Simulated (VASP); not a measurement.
# TiO2 (I4_1/amd) in VASP: further runs

The runs below take TiO2 through band structure, with LDA, PBE+D3(BJ).

Everything below comes from runs of VASP 6.6.1. Logs are shortened: lines on timing, memory, paths and dates and some standing lists are left out, and cuts for length are marked.

### Step 1. The structure

It takes space group I4_1/amd (No. 141, tetragonal). Conventional cell: a = 3.746 Å, b = 3.746 Å, c = 9.459 Å, α = 90.00°, β = 90.00°, γ = 90.00°. Ti (site symmetry -4m2) is surrounded by 6 O at 1.91 to 1.97 Å. Around O (site symmetry 2mm) lie 3 Ti at 1.91 to 1.97 Å.

### Step 2. Band structure, LDA

INCAR

```
SYSTEM = TiO2
ALGO = Fast
EDIFF = 1E-6
ENCUT = 520
ICORELEVEL = 1
ISIF = 2
ISMEAR = 0
KPAR = 2
LASPH = .TRUE.
LCHARG = .FALSE.
LMAXMIX = 4
LREAL = .FALSE.
LWAVE = .FALSE.
NBANDS = 33
NELM = 80
PREC = Accurate
SIGMA = 0.03
```

KPOINTS

```
k-points
0
G
  10 10 10
  0 0 0
```

POSCAR

```
TiO2                                    
1.0
   -1.8729543827      1.8729543827      4.7293564981
    1.8729543827     -1.8729543827      4.7293564981
    1.8729543827      1.8729543827     -4.7293564981
  Ti              O             
     2     4
Direct
     0.0000000000000000    0.0000000000000000    0.0000000000000000
     0.7500000000000000    0.2500000000000000    0.5000000000000000
     0.2081725084431870    0.2081725084431870    0.0000000000000000
     0.9581725084431870    0.4581725084431871    0.5000000000000000
     0.5418274915568130    0.0418274915568130    0.5000000000000000
     0.7918274915568130    0.7918274915568130    0.0000000000000000
```

KPOINTS_OPT

```
explicit points
173
Reciprocal
 0.0000000000  0.0000000000  0.0000000000 1
-0.0357142857  0.0357142857  0.0000000000 1
-0.0714285714  0.0714285714  0.0000000000 1
-0.1071428571  0.1071428571  0.0000000000 1
-0.1428571429  0.1428571429  0.0000000000 1
-0.1785714286  0.1785714286  0.0000000000 1
[... 165 lines left out ...]
-0.0790928267  0.0790928267  0.5000000000 1
 0.5000000000  0.5000000000 -0.0790928267 1
```

Potentials or basis: VASP PAW LDA potentials, release 64 (Ti_sv, O).

On the command line:

```
> cat potpaw_LDA.64/Ti_sv/POTCAR potpaw_LDA.64/O/POTCAR > POTCAR
> mpirun -np 2 vasp_std > vasp.out
```

OUTCAR:

```text
SYSTEM = TiO2
   EDIFF = 1E-6
   ENCUT = 520
   ISIF = 2
   ISMEAR = 0
   LASPH = .TRUE.
   LREAL = .FALSE.
   NELM = 80
   PREC = Accurate

 ion  position               nearest neighbor table
   1  0.000  0.000  0.000-   4 1.91   5 1.91   5 1.91   4 1.91   3 1.97   6 1.97
   2  0.750  0.250  0.500-   3 1.91   6 1.91   6 1.91   3 1.91   4 1.97   5 1.97
   3  0.208  0.208  0.000-   2 1.91   2 1.91   1 1.97
   4  0.958  0.458  0.500-   1 1.91   1 1.91   2 1.97
   5  0.542  0.042  0.500-   1 1.91   1 1.91   2 1.97
   6  0.792  0.792  0.000-   2 1.91   2 1.91   1 1.97

  LATTYP: Found a body centered tetragonal cell.
 ALAT       =     3.7459087654
 C/A-ratio  =     2.5250783157

  Lattice vectors:

 A1 = (  -1.8729543827,   1.8729543827,   4.7293564981)
 A2 = (   1.8729543827,  -1.8729543827,   4.7293564981)
 A3 = (   1.8729543827,   1.8729543827,  -4.7293564981)

Analysis of symmetry for initial positions (statically):
=====================================================================
 Subroutine PRICEL returns:
 Original cell was already a primitive cell.

 Routine SETGRP: Setting up the symmetry group for a
 body centered tetragonal supercell.

 Subroutine GETGRP returns: Found 16 space group operations
 (whereof  8 operations were pure point group operations)
 out of a pool of 16 trial point group operations.

The static configuration has the point symmetry D_2d.
 The point group associated with its full space group is D_4h.

Analysis of symmetry for dynamics (positions and initial velocities):
=====================================================================
 Subroutine PRICEL returns:
 Original cell was already a primitive cell.

 Routine SETGRP: Setting up the symmetry group for a
 body centered tetragonal supercell.

 Subroutine GETGRP returns: Found 16 space group operations
 (whereof  8 operations were pure point group operations)
 out of a pool of 16 trial point group operations.

The dynamic configuration has the point symmetry D_2d.
 The point group associated with its full space group is D_4h.

 Subroutine INISYM returns: Found 16 space group operations
 (whereof  8 operations are pure point group operations),
 and found     1 'primitive' translations

----------------------------------------------------------------------------------------

                                     Primitive cell

  volume of cell :      66.3615

  direct lattice vectors                    reciprocal lattice vectors
    -1.872954383  1.872954383  4.729356498     0.000000000  0.266957917  0.105722628
     1.872954383 -1.872954383  4.729356498     0.266957917  0.000000000  0.105722628
     1.872954383  1.872954383 -4.729356498     0.266957917  0.266957917  0.000000000

  length of vectors
     5.420583836  5.420583836  5.420583836     0.287130290  0.287130290  0.377535506

  position of ions in fractional coordinates (direct lattice)
     0.000000000  0.000000000  0.000000000
     0.750000000  0.250000000  0.500000000
     0.208172508  0.208172508  0.000000000
     0.958172508  0.458172508  0.500000000
     0.541827492  0.041827492  0.500000000
     0.791827492  0.791827492  0.000000000

  ion indices of the primitive-cell ions
   primitive index   ion index
                 1           1
                 2           2
                 3           3
                 4           4
                 5           5
                 6           6

----------------------------------------------------------------------------------------

 KPOINTS: k-points

Automatic generation of k-mesh.
 Grid dimensions read from file:
 generate k-points for:   10   10   10

 Generating k-lattice:

  Cartesian coordinates                     Fractional coordinates (reciprocal lattice)
     0.000000000  0.026695792  0.010572263     0.100000000 -0.000000000  0.000000000
     0.026695792  0.000000000  0.010572263    -0.000000000  0.100000000  0.000000000
     0.026695792  0.026695792  0.000000000     0.000000000  0.000000000  0.100000000

  Length of vectors
     0.028713029  0.028713029  0.037753551

  Shift w.r.t. Gamma in fractional coordinates (k-lattice)
     0.000000000  0.000000000  0.000000000

 Subroutine IBZKPT returns following result:
 ===========================================

 Found    102 irreducible k-points:

 Following reciprocal coordinates:
            Coordinates               Weight
  0.000000  0.000000  0.000000      1.000000
  0.100000  0.000000 -0.000000      8.000000
  0.200000  0.000000 -0.000000      8.000000
  0.300000  0.000000 -0.000000      8.000000
  0.400000 -0.000000  0.000000      8.000000
  0.500000  0.000000  0.000000      4.000000
[... 16 lines left out ...]
  0.300000  0.300000 -0.000000      8.000000
  0.400000  0.300000  0.000000     16.000000
 [... further k-points ...]
   k-points           NKPTS =    102   k-points in BZ     NKDIM =    102   number of bands    NBANDS=     33
   number of dos      NEDOS =    301   number of ions     NIONS =      6
   total plane-waves  NPLWV =  64000
   dimension x,y,z NGX =    40 NGY =   40 NGZ =   40
   dimension x,y,z NGXF=    80 NGYF=   80 NGZF=   80
   ions per type =               2   4
   NGX,Y,Z   is equivalent  to a cutoff of  12.27, 12.27, 12.27 a.u.
   NGXF,Y,Z  is equivalent  to a cutoff of  24.54, 24.54, 24.54 a.u.
 SYSTEM =  TiO2
   PREC   = accura    normal or accurate (medium, high low for compatibility)
   ISTART =      0    job   : 0-new  1-cont  2-samecut
   ICHARG =      2    charge: 1-file 2-atom 10-const
   ISPIN  =      1    spin polarized calculation?
   LNONCOLLINEAR =      F non collinear calculations
   LSORBIT =      F    spin-orbit coupling
   LASPH  =      T    aspherical Exc in radial PAW
   ENCUT  =  520.0 eV  38.22 Ry    6.18 a.u.  10.08 10.08 10.08*2*pi/ulx,y,z
   NELM   =     80;   NELMIN=  2; NELMDL= -5     # of ELM steps
   EDIFF  = 0.1E-05   stopping-criterion for ELM
   LREAL  =      F    real-space projection
   EDIFFG = 0.1E-04   stopping-criterion for IOM
   NSW    =      0    number of steps for IOM
   IBRION =     -1    ionic relax: 0-MD 1-quasi-New 2-CG
   NFREE  =      0    steps in history (QN), initial steepest desc. (CG)
   ISIF   =      2    stress and relaxation
   ISYM   =      2    0-nonsym 1-usesym 2-fastsym
   POTIM  = 0.5000    time-step for ionic-motion
   TEBEG  =    0.0;   TEEND  =   0.0 temperature during run
   PSTRESS=    0.0 pullay stress
   NELECT =      48.0000    total number of electrons
   NUPDOWN=      -1.0000    fix difference up-down
   EMIN   =  10.00;   EMAX   =-10.00  energy-range for DOS
   EFERMI =   0.00;   METHOD = LEGACY
   ISMEAR =     0;   SIGMA  =   0.03  broadening in eV -4-tet -1-fermi 0-gaus
   EFERMI_NEDOS =   21; number of points for ismear=-14 and -15
   IALGO  =     68    algorithm
   IMIX   =      4    mixing-type and parameters
     AMIX     =   0.40;   BMIX     =  1.00
     AMIX_MAG =   1.60;   BMIX_MAG =  1.00
  volume/ion in A,a.u.               =      11.06        74.64
  Fermi-wavevector in a.u.,A,eV,Ry     =   1.469546  2.777039 29.382660  2.159565
  Thomas-Fermi vector in A             =   2.584910
   LORBIT       =      0    0 simple, 1 ext, 2 COOP (PROOUT), +10 PAW based schemes
   GGA     = CA    functional components
   LHFCALC =     F    Hartree Fock is set to
   AEXX    =    0.0000 exact exchange contribution
   IVDW    =     0    specifies the selected vdW correction
   LEPSILON=     F    determine dielectric tensor
   LRPA    =     F    only Hartree local field effects (RPA)
 non-spin polarized calculation
 RMM-DIIS sequential band-by-band and
 Gauss-broadening in eV      SIGMA  =   0.03
  energy-cutoff  :      520.00
  volume of cell :       66.36
 maximum number of plane-waves:      1802
   NGX = 21   NGY = 21   NGZ = 21

 number of electron      47.9999995 magnetization

 Free energy of the ion-electron system (eV)
  ---------------------------------------------------
  ext. energy  EPLUGINS =         0.00000000
  ---------------------------------------------------
  free energy    TOTEN  =       -58.83660978 eV

  energy without entropy =      -58.83660978  energy(sigma->0) =      -58.83660978

 the core state eigenenergies are
   1-  1s  -4834.7681  2s   -525.3314  2p   -434.2472
   2-  1s  -4834.7681  2s   -525.3314  2p   -434.2472
   3-  1s   -496.2382
   4-  1s   -496.2382
   5-  1s   -496.2382
   6-  1s   -496.2382

 E-fermi :   3.6034     XC(G=0): -11.4775

 val. band max:        3.3344970107   @ k =  -0.4000   0.4000   0.0000
 cond. band min:       5.3948033723   @ k =   0.0000   0.0000   0.0000
 fundamental gap:      2.0603063616
 Fermi energy:         3.6033887157

 k-point     1 :       0.0000    0.0000    0.0000
  band No.  band energies     occupation
      1     -52.2223      2.00000
      2     -52.1496      2.00000
      3     -29.1431      2.00000
      4     -28.8688      2.00000
      5     -28.8688      2.00000
      6     -28.7867      2.00000
[... 25 lines left out ...]
     32       8.9334      0.00000
     33      10.6921      0.00000

 k-point     2 :       0.1000    0.0000   -0.0000
  band No.  band energies     occupation
      1     -52.2207      2.00000
      2     -52.1506      2.00000
      3     -29.1399      2.00000
      4     -28.8839      2.00000
      5     -28.8699      2.00000
      6     -28.7930      2.00000
[... 25 lines left out ...]
     32       8.9815      0.00000
     33      10.9253      0.00000
[... 754 lines left out ...]
     32      10.0878      0.00000
     33      10.9386      0.00000

 k-point    24 :       0.4000    0.3000    0.0000
  band No.  band energies     occupation
      1     -52.1902      2.00000
      2     -52.1729      2.00000
      3     -29.0953      2.00000
      4     -29.0514      2.00000
      5     -28.9238      2.00000
      6     -28.8859      2.00000
[... 25 lines left out ...]
     32      10.2447      0.00000
     33      11.0248      0.00000

 [... further k-points ...]

------------------------ aborting loop because EDIFF is reached ----------------------------------------

  FORCE on cell =-STRESS in cart. coord.  units (eV):
  Direction    XX          YY          ZZ          XY          YZ          ZX
  --------------------------------------------------------------------------------------
  -------------------------------------------------------------------------------------
  Total        0.1132808      0.1132808      0.1014532      0.0000000      0.0000000      0.0000000
  in kB        2.7349565      2.7349565      2.4494008      0.0000000      0.0000000      0.0000000
  external PRESSURE =       2.6397712 kB  Pullay stress =       0.0000000 kB

 VOLUME and BASIS-vectors are now :
 -----------------------------------------------------------------------------
  energy-cutoff  :      520.00
  volume of cell :       66.36
      direct lattice vectors                 reciprocal lattice vectors
    -1.872954383  1.872954383  4.729356498     0.000000000  0.266957917  0.105722628
     1.872954383 -1.872954383  4.729356498     0.266957917  0.000000000  0.105722628
     1.872954383  1.872954383 -4.729356498     0.266957917  0.266957917  0.000000000

 POSITION                                       TOTAL-FORCE (eV/Angst)
 -----------------------------------------------------------------------------------
      0.00000      0.00000      0.00000         0.000000      0.000000      0.000000
     -0.00000      1.87295      2.36468         0.000000      0.000000      0.000000
      0.00000      0.00000      1.96904         0.000000      0.000000      0.000967
      0.00000      1.87295      4.33372        -0.000000     -0.000000      0.000967
     -0.00000      1.87295      0.39563        -0.000000     -0.000000     -0.000967
      0.00000      0.00000      7.48967         0.000000      0.000000     -0.000967
 -----------------------------------------------------------------------------------
    total drift:                                0.000000     -0.000000     -0.000000

  FREE ENERGIE OF THE ION-ELECTRON SYSTEM (eV)
  ---------------------------------------------------
  free  energy   TOTEN  =       -58.8366097761 eV

  energy  without entropy=      -58.8366097761  energy(sigma->0) =      -58.83660978
```

It took 8.6 min on 2 MPI ranks of Intel Xeon Platinum 8259CL at 2.50GHz (Skylake/Cascade Lake), shared host; peak memory 0.42 GiB.

Results:

| Property | Result |
| --- | --- |
| Free energy | -58.8366 eV |
| Pressure | 0.3 GPa |
| Band gap on the k mesh | 2.06 eV, indirect (least direct gap 2.40 eV) |
| Band gap along the path | 2.04 eV, indirect (least direct gap 2.40 eV) |

Levels at the corners of the path, in eV from the valence-band top:
| point | band 22 | band 23 | band 24 | band 25 | band 26 | band 27 |
| --- | --- | --- | --- | --- | --- | --- |
| Γ | -0.78 | -0.52 | -0.52 | 2.04 | 2.84 | 4.05 |
| X | -2.19 | -0.05 | -0.05 | 3.37 | 3.37 | 3.89 |
| X | -2.19 | -0.05 | -0.05 | 3.37 | 3.37 | 3.89 |
| Y | -2.01 | -0.09 | -0.09 | 3.34 | 3.34 | 3.83 |
| Y | -2.01 | -0.09 | -0.09 | 3.34 | 3.34 | 3.83 |
| S | -0.98 | -0.97 | -0.81 | 3.22 | 3.52 | 3.62 |
| S | -0.98 | -0.97 | -0.81 | 3.22 | 3.52 | 3.62 |
| Γ | -0.78 | -0.52 | -0.52 | 2.04 | 2.84 | 4.05 |
| Γ | -0.78 | -0.52 | -0.52 | 2.04 | 2.84 | 4.05 |
| Z | -1.30 | -0.13 | -0.13 | 2.43 | 2.43 | 3.82 |
| Z | -1.30 | -0.13 | -0.13 | 2.43 | 2.43 | 3.82 |
| S1 | -0.98 | -0.97 | -0.81 | 3.22 | 3.52 | 3.62 |
| S1 | -0.98 | -0.97 | -0.81 | 3.22 | 3.52 | 3.62 |
| N | -1.04 | -0.84 | -0.66 | 3.25 | 3.59 | 3.61 |
| N | -1.04 | -0.84 | -0.66 | 3.25 | 3.59 | 3.61 |
| P | -1.68 | -0.27 | -0.27 | 3.64 | 3.64 | 3.65 |
| P | -1.68 | -0.27 | -0.27 | 3.64 | 3.64 | 3.65 |
| Y1 | -2.01 | -0.09 | -0.09 | 3.34 | 3.34 | 3.83 |
| Y1 | -2.01 | -0.09 | -0.09 | 3.34 | 3.34 | 3.83 |
| Z | -1.30 | -0.13 | -0.13 | 2.43 | 2.43 | 3.82 |
| X | -2.19 | -0.05 | -0.05 | 3.37 | 3.37 | 3.89 |
| P | -1.68 | -0.27 | -0.27 | 3.64 | 3.64 | 3.65 |

Core levels (eV, on the scale of the bands):
| atom | levels |
| --- | --- |
| 1 Ti | 1s -4834.8, 2s -525.3, 2p -434.2 |
| 2 Ti | 1s -4834.8, 2s -525.3, 2p -434.2 |
| 3 O | 1s -496.2 |
| 4 O | 1s -496.2 |
| 5 O | 1s -496.2 |
| 6 O | 1s -496.2 |

LDA gaps usually lie below the measured ones, often by a third to a half.

(Continued in part 2 of 2.)
